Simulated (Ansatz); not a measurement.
ZrO2 (fluorite)

```
ZrO2
1.0
    0.00000     2.55794     2.55794
    2.55794     0.00000     2.55794
    2.55794     2.55794     0.00000
Zr O
1 2
Cartesian
  0.00000   0.00000   0.00000
  1.27897   1.27897   1.27897
  3.83691   3.83691   3.83691
```

Method: PBE (plane waves to 420 eV, PAW, scalar-relativistic; Ansatz, a first-principles code). DFPT wavenumbers on a 10×10×10 k mesh, in cm⁻¹; i marks imaginary ones, q is in fractions of the reciprocal vectors of the cell shown, and the three acoustic modes at Γ are left out. The non-analytic (LO-TO) term is not included, so polar modes at Γ have their transverse values. The PAW data are Ansatz's earlier set. This is a high-temperature form of ZrO2. ZrO2 is run without spin polarisation. ZrO2 was relaxed with its symmetry unable to fall.

**Question.** Does any mode at Γ, L = (0.5, 0.0, 0.0), X = (0.5, 0.5, 0.0) come out imaginary?

**Answer.** Unstable at this level: the lowest mode is 222i cm⁻¹ at X = (0.5, 0.5, 0.0).

**Question.** Predict the phonon wavenumbers at Γ, L = (0.5, 0.0, 0.0), X = (0.5, 0.5, 0.0).

**Answer.** 
```tsv
q	wavenumbers (cm⁻¹)
Γ	217 (×3), 548 (×3)
L = (0.5, 0.0, 0.0)	106 (×2), 238, 377 (×2), 483 (×2), 493, 564
X = (0.5, 0.5, 0.0)	222i, 113 (×2), 279 (×2), 343, 534 (×2), 662
```
